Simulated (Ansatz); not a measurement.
# Mn: the crystal squeezed far

One table from this session's results is given with a row withheld; the runs are named, their logs left out.

Method: DFT PBE, with the methods named in each step, in Ansatz 0.2.0.

3 further runs of the same task are left out: 3 that didn't finish.

## The system as given

It takes space group P6/mmm (No. 191, hexagonal). Conventional cell: a = 3.951 Å, b = 3.951 Å, c = 2.450 Å, α = 90.00°, β = 90.00°, γ = 120.00°. Mn (site symmetry 6/mmm) has 14 Mn at 2.45 to 2.59 Å as nearest neighbours. Mn (site symmetry -6m2) has 11 Mn at 2.28 to 2.59 Å as nearest neighbours.

Structure file:

```cif
data_structure
_symmetry_space_group_name_H-M 'P6/mmm'
_symmetry_Int_Tables_number 191
_cell_length_a 3.9510
_cell_length_b 3.9510
_cell_length_c 2.4496
_cell_angle_alpha 90.000
_cell_angle_beta 90.000
_cell_angle_gamma 120.000
_cell_volume 33.12
loop_
_atom_site_label
_atom_site_type_symbol
_atom_site_symmetry_multiplicity
_atom_site_Wyckoff_symbol
_atom_site_fract_x
_atom_site_fract_y
_atom_site_fract_z
_atom_site_occupancy
Mn1 Mn 1 a 0.00000 0.00000 0.00000 1
Mn2 Mn 2 d 0.33333 0.66667 0.50000 1
```

The file gives the conventional cell by its symmetry; the runs use the cell typed in the input.

Whether this phase is the stable one at these pressures isn't tested.

Atoms are numbered in the order of the input: Mn1, Mn2, Mn3.

The first run:

The input, input.yaml:

```yaml
crystal:
  lattice:
    - [3.9510229798, 0.0, 0.0]
    - [-1.9755114899, 3.4216862715, 0.0]
    - [0.0, 0.0, 2.4496342475]
  atoms:
    - { symbol: Mn, position: [0.0, 0.0, 0.0], spin: 3.0 }
    - { symbol: Mn, position: [0.3333333333, 0.6666666667, 0.5], spin: 3.0 }
    - { symbol: Mn, position: [0.6666666667, 0.3333333333, 0.5], spin: 3.0 }
magnetization:
  spin_polarized: true
kpoints:
  mp_grid: { grid: [9, 9, 12] }
scf:
  occupations: { method: fermi_dirac, width: 0.05 }
hamiltonian:
  xc: pbe
  pseudopotentials: { kind: paw }
output:
  forces: true
  stress: true
relax:
  f_tol: 0.005
  max_steps: 40
  cell: {}
```

Started as:

```
$ ansatz run input.yaml --threads 2 --pin off --max-ram 6144MiB --backend cpu --events-out ev --progress --plain --runs-dir out
```

Steps of the session up to this table: Cell relaxed at zero pressure, PAW; Volume scaled by 1, PAW; Shape and atoms relaxed at 0.68 of the volume, PAW; Volume scaled by 0.68, PAW; Shape and atoms relaxed at 0.58 of the volume, PAW; More of the same log: shape and atoms relaxed at 0.58 of the volume; Volume scaled by 0.58, PAW; Shape and atoms relaxed at 0.5 of the volume, PAW; Volume scaled by 0.5, PAW; Shape and atoms relaxed at 0.43 of the volume, PAW; Volume scaled by 0.43, PAW; Volume scaled by 0.43, PAW (source ansatz).

One table of the session follows, with a row left open; its other results are not shown here.

```
             method  volume over the first  volume (Å³/atom)  pressure (GPa)
                PAW                      1            10.778            0.01
                PAW                   0.68             7.329          240.52
                PAW                   0.58             6.251          468.77
                PAW                    0.5                 ?               ?
                PAW                   0.43             4.635         1298.89
PAW (source ansatz)                   0.43             4.635         1309.08
```

Estimate the missing values for PAW, 0.5.

**Answer.** volume (Å³/atom): 5.389; pressure (GPa): 799.75. In the column «volume (Å³/atom)» it lies between PAW (source ansatz), 0.43 (4.635) and PAW, 0.58 (6.251).

To keep in mind: Warnings in the runs' records: seeded moment not kept.
